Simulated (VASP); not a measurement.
Set up this calculation in VASP 6.6.1, as the native input.

```yaml
Task: relaxation of cell and atoms
Functional: PBEsol
Potentials_or_basis: VASP PAW PBE potentials, release 64 (Pb_d)
Cutoff: 600 eV
k_mesh: 9 × 9 × 9
Occupations: fermi-dirac, width 0.05 eV
Spin: no spin polarisation
Further_INCAR_settings: ALGO = Normal; EDIFF = 1e-06; IBRION = 2; EDIFFG = -0.005; NSW = 60; ISIF = 3
```

The structure of Pb lies in POSCAR:

```
Pb
1.0
    0.0000000000      2.4750200000      2.4750200000
    2.4750200000      0.0000000000      2.4750200000
    2.4750200000      2.4750200000      0.0000000000
Pb
1
Direct
    0.0000000000      0.0000000000      0.0000000000
```

One way to write it, as run:

INCAR

```
PREC = Accurate ; ENCUT = 600
EDIFF = 1E-6 ; ISMEAR = -1
SIGMA = 0.05 ; LREAL = F
LASPH = T ; NELM = 60
ALGO = Normal ; ISIF = 3
LWAVE = F ; LCHARG = F
GGA = PS ; IBRION = 2
NSW = 60 ; EDIFFG = -0.005
```

KPOINTS

```
Automatic mesh
0
Gamma
  9 9 9
```

Potentials or basis: VASP PAW PBE potentials, release 64 (Pb_d).

Launch:

```bash
$ cat potpaw_PBE.64/Pb_d/POTCAR > POTCAR
$ mpirun -np 1 vasp_std > vasp.out
```

Results of the run:

The relaxed volume is 29.94 Å³/atom and the relaxed cell is a = 3.485 Å, b = 3.485 Å, c = 3.485 Å, α = 60.00°, β = 60.00°, γ = 60.00°. The space group after relaxing (to 0.05 Å) is Fm-3m (No. 225). The energy gained by relaxing is 0.8 meV/atom, the ionic steps are 3 and the pressure after relaxing is 0.0 GPa. The band gap on the k mesh is none (metal or under the smearing width).

Caveat: the PAW data sets were made with another functional, which shifts forces and pressure a little.

Wall time 30 s on 1 thread of Intel(R) Xeon(R) Platinum 8375C CPU @ 2.90GHz (Ice Lake) (shared host), peak memory 0.17 GiB.
